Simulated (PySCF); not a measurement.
# CH4N2O (urea): the cost of one run

The runs use PySCF 2.14.0, with density-fitted response routines of our own; the level of theory stands in each step. All values are computed, except where a source is named. Atoms count from 0, in the outputs and in this text.

**1. The molecule as given**

8 atoms, charge 0, multiplicity 1; geometry from: GFN2-xTB. The atoms were then displaced at random by about 0.01 Å, so the start is not that level's minimum.

Bonds of the start (Å): N0–C1 1.41, C1–N2 1.38, C1–O3 1.22, N0–H4 1.00, N0–H5 0.98, N2–H6 1.00, N2–H7 0.98.

**2. Optimising the geometry at PBE0-D3(BJ)/def2-SVP**

The job: settings as JSON, then the geometry in Å.

```
{"job": {"xc": "PBE0", "basis": "def2-SVP", "d3": "d3bj", "grid": 1, "shake": 0.01, "kind": "geom"}, "charge": 0, "multiplicity": 1}
N      1.157580    -0.309890    -0.042250
C      0.014460     0.502870    -0.135190
N     -1.172030    -0.147820     0.147180
O      0.097590     1.678540    -0.440330
H      2.014170     0.197090    -0.064840
H      1.100240    -1.136410     0.475740
H     -1.178610    -1.151150     0.112830
H     -1.978280     0.347640    -0.105620
```

On the command line:

```bash
$ OMP_NUM_THREADS=1 python probes_run.py task.json out
```

The driver reads the jobs from task.json and runs them one after another.

**Question.** How long does this first job take on 1 thread of Intel Xeon 6975P-C, shared host, and how much memory does it need?

About 12 s, with a peak of 0.33 GiB.
